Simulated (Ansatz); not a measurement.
# TiAl in Ansatz: the effect of functional

TiAl:

```
CELL_PARAMETERS angstrom
3.17906 0.00000 0.00000
0.00000 3.17906 0.00000
0.00000 0.00000 3.17906
ATOMIC_POSITIONS crystal
Ti 0.00000 0.00000 0.00000
Al 0.50000 0.50000 0.50000
```

The cell comes from a database or a generator and needn't be the stable form of this composition.

Alike in all runs:

* Program: Ansatz 0.2.0
* Task: band structure
* Potentials or basis: Ansatz PAW
* k mesh: 5 × 5 × 5
* Occupations: fermi-dirac, width 0.05 eV
* Spin: no spin polarisation

```csv
functional,cutoff,pressure (GPa)
LDA,420 eV (not typed: the program's choice for these potentials),?
PBEsol,420 eV (not typed: the program's choice for these potentials),-2.4
r2SCAN,500 eV (not typed: the program's choice for these potentials),-0.8
```

What does the run with functional LDA give?

Pressure -5.7 GPa.

Caveats: all runs use coarse meshes; the PAW data sets come from PBE, with cores solved anew for the run's functional, which leaves a small shift of forces and pressure.
